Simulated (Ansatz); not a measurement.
CuO:

```xyz
4
Lattice="0.0000 -2.1166 -2.1166 -2.1166 0.0000 -2.1166 2.1166 2.1166 -4.2331" Properties=species:S:1:pos:R:3 pbc="T T T"
Cu    0.0233   -0.0336   -4.1419
Cu    0.0233    2.0829   -6.2584
O    -0.0233    0.0336   -6.4409
O    -0.0233    0.0336   -2.2078
```

The cell comes from a database or a generator and needn't be the stable form of this composition.

The cell isn't the ideal one: all O atoms moved 0.2 Å in one direction.

- Program: Ansatz 0.2.0
- Task: relaxation of cell and atoms
- Functional: PBE
- Potentials or basis: JTH PAW
- Cutoff: 1380 eV (not typed: the program's choice for these potentials)
- k mesh: 10 × 10 × 6
- Occupations: fermi-dirac, width 0.05 eV
- Spin: no spin polarisation

At the start: volume 9.48 Å³/atom.

Task: How do energy, volume and symmetry change on relaxing?

Result: It ends after 6 steps and the volume is 9.57 Å³/atom (+0.9 %); space group Fm-3m (No. 225, to 0.05 Å).

The path:
| step | energy change (eV) | largest force (eV/Å) | volume (Å³) |
| --- | --- | --- | --- |
| 1 | 0.0000 | 1.2122 | 37.93 |
| 2 | -0.0769 | 0.9650 | 38.25 |
| 3 | -0.2345 | 0.0125 | 38.26 |
| 4 | -0.2347 | 0.0055 | 38.27 |
| 5 | -0.2349 | 0.0001 | 38.27 |
| 6 | -0.2350 | 0.0001 | 38.27 |

Final structure:
```yaml
crystal:
  lattice:
    - [0.00039, -2.12492, -2.11892]
    - [-2.12387, 0.00011, -2.11864]
    - [2.12575, 2.12596, -4.23927]
  atoms:
    - { symbol: Cu, position: [0.50000, 0.50000, 0.50000] }
    - { symbol: Cu, position: [0.00000, 0.00000, 0.00000] }
    - { symbol: O, position: [0.75000, 0.75000, 0.75000] }
    - { symbol: O, position: [0.25000, 0.25000, 0.25000] }
```

Caveat: the plane-wave basis is chosen anew once the cell has moved, so the energies of steps on either side of that aren't comparable; the run has no spin polarisation, though such a crystal can be magnetic.
